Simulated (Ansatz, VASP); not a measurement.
**Ti in VASP and in Ansatz**

```xyz
1
Lattice="-1.6410 1.6410 1.6410 1.6410 -1.6410 1.6410 1.6410 1.6410 -1.6410" Properties=species:S:1:pos:R:3 pbc="T T T"
Ti    0.0000    0.0000    0.0000
```

This isn't the form of Ti at room conditions, which is hcp.

Alike in both runs: task relaxation of cell and atoms; functional PBEsol; dispersion D3(BJ); k mesh 12 × 12 × 12; occupations fermi-dirac, width 0.15 eV; no spin polarisation.

|  | VASP | Ansatz |
| --- | --- | --- |
| version | VASP 6.6.1 | Ansatz 0.2.0 |
| potentials or method | VASP PAW PBE potentials, release 64 (Ti_sv) | plane waves, PAW |
| plane-wave cutoff (eV) | 600 | 510 |
| valence electrons in the cell | 12 | 12 |

```csv
,VASP,Ansatz,Ansatz less VASP
relaxed volume (Å³/atom),15.72,15.77,+0.046
relaxed cell length with the largest relative difference (Å),2.733,2.736,+0.0027
energy change over the relaxation (meV/atom),-76,-73,+3.2
```

Caveats: the PAW data sets were made with another functional, which shifts forces and pressure a little (VASP); the volume moved by -11 % from the deposited cell, more than functionals usually miss; pairwise dispersion overbinds metals, which lowers pressure and volume.
